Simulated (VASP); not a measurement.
# K (P4/mmm) in VASP: single point with LDA

Aim: the single point of K with LDA.

All numbers are computed with VASP 6.6.1; they aren't measurements. Logs are shortened: lines on timing, memory, paths and dates and some standing lists are left out, and cuts for length are marked.

### Step 1. The crystal as given

Symmetry: P4/mmm, No. 123, tetragonal system. Conventional cell: a = 10.080 Å, b = 10.080 Å, c = 4.325 Å, α = 90.00°, β = 90.00°, γ = 90.00°. Around K (site symmetry 4/mmm) lie 2 K at 4.32 Å.

This isn't the form of K at room conditions, which is bcc.

### Step 2. Single point, LDA

INCAR reads:

```
SYSTEM = K
ALGO = Normal
EDIFF = 1E-7
ENCUT = 520
GGA = CA
ISIF = 2
ISMEAR = 0
LASPH = .True.
LCHARG = .False.
LREAL = .False.
LWAVE = .False.
NBANDS = 10
NELM = 60
PREC = Accurate
SIGMA = 0.1
```

KPOINTS reads:

```
k-points
0
Gamma
  2 2 4
  0 0 0
```

POSCAR reads:

```
K
1.0
   10.0796055900      0.0000000000      0.0000000000
    0.0000000000     10.0796055900      0.0000000000
    0.0000000000      0.0000000000      4.3245983300
K
1
Direct
    0.0000000000      0.0000000000      0.0000000000
```

Potentials or basis: VASP PAW LDA potentials, release 64 (K_sv).

Run with:

```
$ cat potpaw_LDA.64/K_sv/POTCAR > POTCAR
$ mpirun -np 1 vasp_std > vasp.out
```

OUTCAR:

```text
SYSTEM = K
   EDIFF = 1E-7
   ENCUT = 520
   GGA = CA
   ISIF = 2
   ISMEAR = 0
   LASPH = .True.
   LREAL = .False.
   NELM = 60
   PREC = Accurate

 ion  position               nearest neighbor table
   1  0.000  0.000  0.000-

  LATTYP: Found a simple tetragonal cell.
 ALAT       =    10.0796055900
 C/A-ratio  =     0.4290443997

  Lattice vectors:

 A1 = (  10.0796055900,   0.0000000000,   0.0000000000)
 A2 = (   0.0000000000,  10.0796055900,   0.0000000000)
 A3 = (   0.0000000000,   0.0000000000,   4.3245983300)

Analysis of symmetry for initial positions (statically):
=====================================================================
 Subroutine PRICEL returns:
 Original cell was already a primitive cell.

 Routine SETGRP: Setting up the symmetry group for a
 simple tetragonal supercell.

 Subroutine GETGRP returns: Found 16 space group operations
 (whereof 16 operations were pure point group operations)
 out of a pool of 16 trial point group operations.

The static configuration has the point symmetry D_4h.

Analysis of symmetry for dynamics (positions and initial velocities):
=====================================================================
 Subroutine PRICEL returns:
 Original cell was already a primitive cell.

 Routine SETGRP: Setting up the symmetry group for a
 simple tetragonal supercell.

 Subroutine GETGRP returns: Found 16 space group operations
 (whereof 16 operations were pure point group operations)
 out of a pool of 16 trial point group operations.

The dynamic configuration has the point symmetry D_4h.

 Subroutine INISYM returns: Found 16 space group operations
 (whereof 16 operations are pure point group operations),
 and found     1 'primitive' translations

----------------------------------------------------------------------------------------

                                     Primitive cell

  volume of cell :     439.3725

  direct lattice vectors                    reciprocal lattice vectors
    10.079605590  0.000000000  0.000000000     0.099210231  0.000000000  0.000000000
     0.000000000 10.079605590  0.000000000     0.000000000  0.099210231  0.000000000
     0.000000000  0.000000000  4.324598330     0.000000000  0.000000000  0.231235348

  length of vectors
    10.079605590 10.079605590  4.324598330     0.099210231  0.099210231  0.231235348

  position of ions in fractional coordinates (direct lattice)
     0.000000000  0.000000000  0.000000000
[... 65 lines left out ...]
   NFREE  =      0    steps in history (QN), initial steepest desc. (CG)
   ISIF   =      2    stress and relaxation
   ISYM   =      2    0-nonsym 1-usesym 2-fastsym
   POTIM  = 0.5000    time-step for ionic-motion
   TEBEG  =    0.0;   TEEND  =   0.0 temperature during run
   PSTRESS=    0.0 pullay stress
   NELECT =       9.0000    total number of electrons
   NUPDOWN=      -1.0000    fix difference up-down
   EMIN   =  10.00;   EMAX   =-10.00  energy-range for DOS
   EFERMI =   0.00;   METHOD = LEGACY
   ISMEAR =     0;   SIGMA  =   0.10  broadening in eV -4-tet -1-fermi 0-gaus
   EFERMI_NEDOS =   21; number of points for ismear=-14 and -15
   IALGO  =     38    algorithm
   IMIX   =      4    mixing-type and parameters
     AMIX     =   0.40;   BMIX     =  1.00
     AMIX_MAG =   1.60;   BMIX_MAG =  1.00
  volume/ion in A,a.u.               =     439.37      2965.03
  Fermi-wavevector in a.u.,A,eV,Ry     =   0.447931  0.846467  2.729906  0.200642
  Thomas-Fermi vector in A             =   1.427117
   LORBIT       =      0    0 simple, 1 ext, 2 COOP (PROOUT), +10 PAW based schemes
   GGA     = CA    functional components
   LHFCALC =     F    Hartree Fock is set to
   AEXX    =    0.0000 exact exchange contribution
   IVDW    =     0    specifies the selected vdW correction
   LEPSILON=     F    determine dielectric tensor
   LRPA    =     F    only Hartree local field effects (RPA)
 non-spin polarized calculation
 Gauss-broadening in eV      SIGMA  =   0.10
  energy-cutoff  :      520.00
  volume of cell :      439.37
 maximum number of plane-waves:     11912
 NGX is ok and might be reduce to    80
   NGX = 37   NGY = 37   NGZ = 17

 number of electron       9.0000000 magnetization

 Free energy of the ion-electron system (eV)
  ---------------------------------------------------
  ext. energy  EPLUGINS =         0.00000000
  ---------------------------------------------------
  free energy    TOTEN  =        -0.52581359 eV

  energy without entropy =       -0.49929298  energy(sigma->0) =       -0.51255328

 E-fermi :  -2.1340     XC(G=0):  -2.1521

 val. band max:       -2.1702264562   @ k =   0.0000   0.0000   0.2500
 cond. band min:      -2.1334745656   @ k =   0.5000   0.0000   0.2500
 fundamental gap:      0.0367518905
 Fermi energy:        -2.1339646682

 k-point     1 :       0.0000    0.0000    0.0000
  band No.  band energies     occupation
      1     -34.4064      2.00000
      2     -18.1254      2.00000
      3     -18.1254      2.00000
      4     -18.0472      2.00000
      5      -2.7634      2.00000
      6      -0.6800      0.00000
      7      -0.6800      0.00000
      8      -0.2276      0.00000
      9       0.0182      0.00000
     10       0.6202      0.00000
[... 92 lines left out ...]
 k-point     9 :       0.5000    0.5000    0.5000
  band No.  band energies     occupation
      1     -34.4022      2.00000
      2     -18.1291      2.00000
      3     -18.1170      2.00000
      4     -18.1170      2.00000
      5      -0.6208      0.00000
      6      -0.4048      0.00000
      7       0.1939      0.00000
      8       0.1939      0.00000
      9       0.9893      0.00000
     10       0.9893      0.00000

------------------------ aborting loop because EDIFF is reached ----------------------------------------

  FORCE on cell =-STRESS in cart. coord.  units (eV):
  Direction    XX          YY          ZZ          XY          YZ          ZX
  --------------------------------------------------------------------------------------
  -------------------------------------------------------------------------------------
  Total       -0.0280346     -0.0280346     -0.1850318      0.0000000     -0.0000000     -0.0000000
  in kB       -0.1022286     -0.1022286     -0.6747207      0.0000000     -0.0000000     -0.0000000
  external PRESSURE =      -0.2930593 kB  Pullay stress =       0.0000000 kB

 VOLUME and BASIS-vectors are now :
 -----------------------------------------------------------------------------
  energy-cutoff  :      520.00
  volume of cell :      439.37
      direct lattice vectors                 reciprocal lattice vectors
    10.079605590  0.000000000  0.000000000     0.099210231  0.000000000  0.000000000
     0.000000000 10.079605590  0.000000000     0.000000000  0.099210231  0.000000000
     0.000000000  0.000000000  4.324598330     0.000000000  0.000000000  0.231235348

 POSITION                                       TOTAL-FORCE (eV/Angst)
 -----------------------------------------------------------------------------------
      0.00000      0.00000      0.00000         0.000000      0.000000      0.000000
 -----------------------------------------------------------------------------------
    total drift:                                0.000000      0.000000      0.000000

  FREE ENERGIE OF THE ION-ELECTRON SYSTEM (eV)
  ---------------------------------------------------
  free  energy   TOTEN  =        -0.5258135857 eV

  energy  without entropy=       -0.4992929765  energy(sigma->0) =       -0.51255328
```

OSZICAR:

```text
N       E                     dE             d eps       ncg     rms          rms(c)
DAV:   1     0.518903328099E+02    0.51890E+02   -0.24717E+03   188   0.517E+02
DAV:   2     0.324411883586E+01   -0.48646E+02   -0.45551E+02   212   0.143E+02
DAV:   3    -0.337680761139E+00   -0.35818E+01   -0.35761E+01   250   0.371E+01
DAV:   4    -0.525686461517E+00   -0.18801E+00   -0.18208E+00   318   0.651E+00
DAV:   5    -0.526981881854E+00   -0.12954E-02   -0.12945E-02   252   0.473E-01    0.997E-01
DAV:   6    -0.526940962443E+00    0.40919E-04   -0.12629E-03   246   0.208E-01    0.621E-01
DAV:   7    -0.525368097959E+00    0.15729E-02   -0.41345E-03   264   0.335E-01    0.766E-02
DAV:   8    -0.525147666563E+00    0.22043E-03   -0.77162E-04   276   0.109E-01    0.307E-02
DAV:   9    -0.525129960258E+00    0.17706E-04   -0.26088E-04   250   0.548E-02    0.211E-02
DAV:  10    -0.525432695725E+00   -0.30274E-03   -0.69490E-05   216   0.355E-02    0.131E-02
DAV:  11    -0.525686120978E+00   -0.25343E-03   -0.14249E-04   202   0.220E-02    0.846E-03
DAV:  12    -0.525739041753E+00   -0.52921E-04   -0.85732E-06   268   0.827E-03    0.721E-03
DAV:  13    -0.525801434230E+00   -0.62392E-04   -0.21681E-05   188   0.639E-03    0.249E-03
DAV:  14    -0.525812056017E+00   -0.10622E-04   -0.38543E-06   234   0.260E-03    0.116E-03
DAV:  15    -0.525813503479E+00   -0.14475E-05   -0.91545E-07   206   0.186E-03    0.353E-04
DAV:  16    -0.525813585677E+00   -0.82198E-07   -0.60659E-08   264   0.528E-04
   1 F= -.52581359E+00 E0= -.51255328E+00  d E =-.265206E-01
```

It took 80 s on 1 thread of Intel Xeon Platinum 8175M at 2.50GHz (Skylake/Cascade Lake), shared host; peak memory 0.34 GiB.

What came out:

```
Free energy            : -0.5258 eV
Pressure               : 0.0 GPa
Band gap on the k mesh : none (metal or under the smearing width)
```

Caveat: the k mesh is coarse (spacing up to 0.36 Å⁻¹), so the values aren't converged.
